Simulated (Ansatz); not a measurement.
Ta (Im-3m), random displacements

These are results of Ansatz, DFT PBE, scalar-relativistic, plane waves, PAW, not measurements. Cutoff 420 eV, Γ-centred 10×10×10 k-points, Gaussian smearing of 0.15 eV. Spin–orbit coupling is left out, which can shift energies with elements as heavy as these. No spin polarisation. Energies are free energies at this smearing, counted from the undisturbed cell; pressure is positive in compression.

The undisturbed cell (as given, not relaxed at this level):

```yaml
crystal:
  lattice:
    - [-3.30256, -3.30256, 3.30256]
    - [-3.30256, 3.30256, -3.30256]
    - [3.30256, -3.30256, -3.30256]
  atoms:
    - { symbol: Ta, position: [0.50000, 0.50000, 0.50000] }
    - { symbol: Ta, position: [0.00000, 0.50000, 0.50000] }
    - { symbol: Ta, position: [0.50000, 0.00000, 0.50000] }
    - { symbol: Ta, position: [0.00000, 0.00000, 0.50000] }
    - { symbol: Ta, position: [0.50000, 0.50000, 0.00000] }
    - { symbol: Ta, position: [0.00000, 0.50000, 0.00000] }
    - { symbol: Ta, position: [0.50000, 0.00000, 0.00000] }
    - { symbol: Ta, position: [0.00000, 0.00000, 0.00000] }
```

The atoms are displaced (Å, in the unstrained cell):

```csv
atom,ux,uy,uz
Ta1,0.336,-0.022,-0.188
Ta2,0.029,0.100,0.213
Ta3,-0.542,0.066,-0.105
Ta4,0.649,-0.146,0.243
Ta5,0.302,0.258,-0.139
Ta6,-0.398,-0.010,-0.143
Ta7,-0.107,0.018,-0.096
Ta8,-0.269,-0.264,0.215
```

Strain (Voigt, engineering shear): (0.0088, 0.0141, -0.0052, 0.0086, -0.0263, -0.0189).

Question: What are the energy change, the stress and the forces?

Answer: ΔE = 971.3 meV/atom; stress (xx, yy, zz, yz, xz, xy; compression positive) (14.74, 24.02, 21.38, -7.87, 3.12, -0.38) GPa.
```
atom Fx (eV/Å) Fy Fz
 Ta1      -3.66   0.36   0.05
 Ta2      -0.16  -3.37  -0.34
 Ta3       3.76  -2.84   1.37
 Ta4      -4.02   3.61  -2.05
 Ta5      -1.61  -2.67   2.98
 Ta6       4.52   0.01  -1.55
 Ta7      -0.85   0.57   4.40
 Ta8       2.01   4.33  -4.86
```

Cost: 1 run of about 5.3 core-minutes, on Intel Xeon Platinum 8259CL (Skylake/Cascade Lake) (shared hosts).